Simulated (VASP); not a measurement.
Consider the following.

```
LiI
1.0
    0.00000     2.90247     2.90247
    2.90247     0.00000     2.90247
    2.90247     2.90247     0.00000
Li I
1 1
Direct
  0.00000   0.00000   0.00000
  0.50000   0.50000   0.50000
```

Calculation: LDA (Ceperley-Alder, Perdew-Zunger), VASP's LDA PAW potentials (set 64) (plane waves; VASP 6.6.1). Settings: 520 eV cut-off, 10×10×10 Γ-centred mesh, Gaussian smearing of 0.010 eV, potentials Li_sv I.

Question: The job: LiI (rock salt), 2 atoms, LDA, optics run with many empty bands, 520 eV, 10×10×10 Γ-centred mesh. Roughly how much core time does it take on a busy server core?

Answer: About 40 core-seconds (one run on a shared machine, a rough figure). It had 47 irreducible k-points, 27 bands, up to 1363 plane waves and 12 electronic steps.

The compound is LiI in the rock salt structure. It was relaxed first, which changed the volume by -10 %.
